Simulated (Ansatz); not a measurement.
An Ansatz input:

```yaml
crystal:
  lattice:
    - [0.0, 2.7251867833, 2.7251867833]
    - [2.7251867833, 0.0, 2.7251867833]
    - [2.7251867833, 2.7251867833, 0.0]
  atoms:
    - { symbol: La, position: [0.0, 0.0, 0.0], spin: 1.0 }
hamiltonian:
  xc: mr2scan
  pseudopotentials:
    kind: paw
    azcp:
      La: "pseudopotentials/La.paw.azcp"
basis:
  ecutwfc: 500
  fft_grid_basis: typed
kpoints:
  mp_grid: { grid: [17, 17, 17], shift: [0, 0, 0] }
magnetization:
  spin_polarized: true
scf:
  occupations: { method: fermi_dirac, width: 0.05 }
output:
  stress: true
```

and its output:

```
Engine: ansatz 0.2.0, aarch64-unknown-linux-gnu
Pseudopotentials: kind: paw
Pseudopotential: La, paw, valence charge 11, recommended cutoff 500 eV (meta_gga) 
Functional definition: m-r2SCAN
  exchange = m_r2scan_x
  correlation = m_r2scan_c
Crystal: 1 atoms, lattice volume = 40.478 Å³
Basis set: ecut = 500 eV, 965 PW (Γ), exchange–correlation on 120×120×120 points (64 copies of the dense FFT grid, shifted against one another)
Bands: 10, of which v1, the nominal top of the filled ones, is band 6 counted from 1 (5 counted from 0)
Symmetry: 48 space group operations
Space group: Fm-3m (ITA 225), of the structure as read, at distance tolerance 3.4e-5 Å
Magnetic group: BNS 225.116 (UNI 1618), of the structure as read, at distance tolerance 3.4e-5 Å
k-points: 165 of 4913
Non-local potential: La, projectors of the file, l = 0: 3, l = 1: 2, l = 2: 2, l = 3: 3
PAW form: soft (Blöchl's): semilocal exchange-correlation on the pseudo side does not see the compensation charge
PAW frozen core: La, regenerated for the run's functional (the file was generated under x = pbe(κ = 0.804, μ = 0.2195149727645171), c = pbe(β = 0.06672455060314922))
PAW one-centre angular grid: La, 974 points (default); XC on 160 Gauss nodes
Initial density: superposition of atomic densities (chi_scale 0.1, normalization cell)
Starting moments: Σ|m| = 1 μB on 1 of 1 site
Initial wavefunctions: pseudopotential atomic-orbital guess
Functional: x = mr2scan, c = mr2scan; τ floored in thin density (d = 2e-4 eV/Å³)
iter 1 solved again at ethr=2.44e-3 eV; its pass at ethr=3.10e-3 eV (dr2=2.68e-1 eV) is discarded
SCF iter   1: F=—  HF=-6264.554896 eV  |F-HF|=—  |Δ(HF+E_count)|=         —  Δρ=2.03e-2 (↑2.03e-2 ↓8.85e-3)  dr2=2.81e-1  dr2_τ=2.16e-3  dr2_m=3.76e-2  M=0.568 μB ∫|m|=0.568 μB  β_m=0.69  ethr=2.44e-3  ⟨swp⟩=1.6  Hψ=22916  notcnv=0
Mixer restart at iter 1: flushing history
SCF iter   2: F=—  HF=-6264.646203 eV  |F-HF|=—  |Δ(HF+E_count)|=         —  Δρ=1.16e-2 (↑1.16e-2 ↓7.56e-3)  dr2=1.40e-1  dr2_τ=8.58e-4  dr2_m=7.47e-3  M=0.437 μB ∫|m|=0.437 μB  β_m=0.80  ethr=2.44e-3  ⟨swp⟩=3.0  Hψ=5841  notcnv=0
Mixer restart at iter 2: flushing history
SCF iter   3: F=—  HF=-6264.633917 eV  |F-HF|=—  |Δ(HF+E_count)|=   1.23e-2  Δρ=5.40e-3 (↑5.40e-3 ↓4.95e-3)  dr2=3.65e-2  dr2_τ=4.44e-4  dr2_m=1.30e-3  M=0.350 μB ∫|m|=0.350 μB  β_m=1.00  ethr=1.27e-3  ⟨swp⟩=4.0  Hψ=6801  notcnv=0  κ⁻¹=1.0e0(r=1)
SCF iter   4: F=—  HF=-6264.647545 eV  |F-HF|=—  |Δ(HF+E_count)|=   1.36e-2  Δρ=1.36e-3 (↑1.21e-3 ↓1.36e-3)  dr2=1.02e-3  dr2_τ=2.80e-5  dr2_m=1.44e-4  M=0.218 μB ∫|m|=0.218 μB  β_m=1.00  ethr=3.32e-4  ⟨swp⟩=4.8  Hψ=8827  notcnv=0  defer=12  κ⁻¹=1.1e-2(r=2)
SCF iter   5: F=—  HF=-6264.650892 eV  |F-HF|=—  |Δ(HF+E_count)|=   3.35e-3  Δρ=8.68e-4 (↑7.86e-4 ↓8.68e-4)  dr2=4.27e-4  dr2_τ=8.39e-6  dr2_m=6.42e-5  M=0.171 μB ∫|m|=0.171 μB  β_m=1.00  ethr=9.23e-6  ⟨swp⟩=2.6  Hψ=7383  notcnv=0  κ⁻¹=1.8e-3(r=3)
...
SCF iter  15: F=—  HF=-6264.652230 eV  |F-HF|=—  |Δ(HF+E_count)|=   1.30e-8  Δρ=5.08e-7 (↑4.28e-7 ↓5.08e-7)  dr2=2.15e-10  dr2_τ=2.46e-12  dr2_m=7.03e-12  M=-0.001 μB ∫|m|=0.001 μB  β_m=1.00  ethr=5.05e-12  ⟨swp⟩=4.0  Hψ=7716  notcnv=0  defer=1  κ⁻¹=8.9e-8(r=8)
SCF iter  16: F=—  HF=-6264.652230 eV  |F-HF|=—  |Δ(HF+E_count)|=   5.43e-9  Δρ=4.91e-7 (↑4.91e-7 ↓4.86e-7)  dr2=4.41e-11  dr2_τ=4.33e-12  dr2_m=6.16e-11  M=-0.001 μB ∫|m|=0.001 μB  β_m=1.00  ethr=1.96e-12  ⟨swp⟩=1.2  Hψ=9701  notcnv=0  κ⁻¹=5.3e-6(r=8)
SCF iter  17: F=-6264.652230 eV  HF=-6264.652230 eV  |F-HF|=2.73e-12  |Δ(HF+E_count)|=   8.24e-9  Δρ=6.11e-8 (↑6.11e-8 ↓4.48e-8)  dr2=2.24e-12  dr2_τ=4.82e-14  dr2_m=4.79e-13  M=-0.000 μB ∫|m|=0.000 μB  ethr=1.00e-12  ⟨swp⟩=4.1  Hψ=10058  notcnv=0
SCF 1 converged in 17 iterations: F = -6264.652230 eV  dr2 = 2.24e-12
WARN: the starting moments were not kept: the SCF closed with an absolute magnetisation of 1.3e-4 μB, where they sum to 1 μB in size (1 site). That is at most 0.1 of that sum. Measured as dr2_m measures the in/out step, that magnetisation stands 1.0e-9 eV from none, at or under the dr2_threshold of 1.0e-7 eV: it is no larger than a step whose dr2_m would equal this threshold. The system may hold no moment; this SCF shows only that its start led to no more than that. To try another start: raise the starting moments (crystal.atoms[].spin, magnetization.per_species, magnetization.initial_magnetization, or on a non-collinear deck that types none of these the spinor_matrix: blocks that start its atoms; where the total moment is fixed, keep their sum and leave initial_magnetization as it is; typed ones take the place of any that the run laid by itself, positive ones on a crystal's lanthanoids without a Hubbard term where scf.initial_density.shell_occupations: [] is typed) or, if the notice of its spin-set hold's release reads "site moments contracting" or "site moments show no strong build", lengthen the hold (scf.mixing.spin_hold: { on: { confirm: 4 } }; for m-r²SCAN on two components see the key's manual first). Each may lead to a state that holds a moment. A second SCF, from the converged charge density, with the starting moments and any scf.initial_density.shell_occupations laid on it anew, would have followed, and was not run: the deck does not ask for one (magnetization.retry_lost_moments is false, the default). To let it run, set magnetization.retry_lost_moments: true and run the deck again, where that key's refused combinations let it; where memory then withholds it, that run's warning says so.
this state was not tested for a lower state beside it, because the mixer in use, unlike msr1, does not test its closes by its own steps (another_mixer; see scf.mixing.algorithm and scf.lower_state_search)
SCF converged after 17 iterations
Magnetization: -0.0001 μB (5.4999 up, 5.5001 down)
Absolute magnetization: 0.0001 μB (∫|ρ↑−ρ↓|, with the PAW one-centre terms)
Spin contamination: 0.0000 ħ² per cell (⟨S²⟩ above its minimum at these occupations)
Per-site moments (μB) at R_I (Å): [(-7.553478365375659e-5, 1.5897733949388921)]
Free energy (F): -6264.652230 eV
Harris-Foulkes:  -6264.652230 eV  (|F-HF|=2.73e-12)
Internal energy: -6264.634984 eV  (E = F + TS)
E sigma→0 (E₀):  -6264.643607 eV
Entropy (-TS):   -0.017245 eV (-17.245 meV/atom)
Fermi energy:    10.049098 eV
--- Per-component energies (eV) ---
  E_band       = -63.894689
  E_kinetic    = 191.239273
  E_local      = -360.631358  (includes V_loc(G=0)·N_el)
  E_nonlocal   = 92.676578
  E_hartree    = 112.747883
  E_xc         = -131.183076
  E_vxc        = -159.244576  (∫ρ·V_xc dr)
  E_paw        = -5436.716149  (= ΣΔE_a)
  E_vpaw       = -61.720802  (= ΣTr[D̂ρ^β])
  E_aug_tail   = 0.000000  (compensation charges beyond the density's cutoff)
  E_vtau       = 8.290436  (kinetic-family band-sum trace: ∫τ·v_τ [+ j·A + Jᵃ·Aᵃ] dr)
  E_ewald      = -732.836649
  E_core_change = 0.068512  (= ΣΔE_core)
  E_smearing   = -0.017245  (= −TS)
  E_closure    = 0.000000  (closes the sum)
  Σ components = -6264.652230   (vs F -6264.652230, Δ=0.00e0)
--- Stress (GPa, compression-positive) ---
       -1.818627       0.000000       0.000000
       -0.000000      -1.818627      -0.000000
        0.000000      -0.000000      -1.818627
  P = ⅓ Tr σ = -1.8186 GPa (-18.186 kbar)
```
